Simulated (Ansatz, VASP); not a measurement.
**One calculation of Al2Pt, two programs**

```xyz
3
Lattice="0.0000 2.8570 2.8570 2.8570 0.0000 2.8570 2.8570 2.8570 0.0000" Properties=species:S:1:pos:R:3 pbc="T T T"
Al    1.4285    1.4285    1.4285
Al    4.2855    4.2855    4.2855
Pt    0.0000    0.0000    0.0000
```

Alike in both runs: task single point; functional PBEsol; k mesh 12 × 12 × 12; occupations gaussian, width 0.1 eV; no spin polarisation.

```csv
,VASP,Ansatz
version,VASP 6.6.1,Ansatz 0.2.0
potentials or method,"VASP PAW PBE potentials, release 64 (Al, Pt)","scalar-relativistic, plane waves, PAW"
plane-wave cutoff (eV),520,420
valence electrons in the cell,16,24
```

```tsv
	VASP	Ansatz	Ansatz less VASP
gap on the k mesh at the Fermi level (eV)	none	none	-
pressure (GPa)	16.1	16.1	0.00
```

A gap of «none» marks a metal or a gap that the smearing closes. The two sets of potentials don't hold the same shells in valence.

Caveats: so large a pressure means that the cell lies far from this level's equilibrium, or that cutoff or potentials fall short (VASP); the potentials were made for another functional, which shifts forces and pressure (VASP). The runs have no spin-orbit coupling, so splittings on Pt are missing.
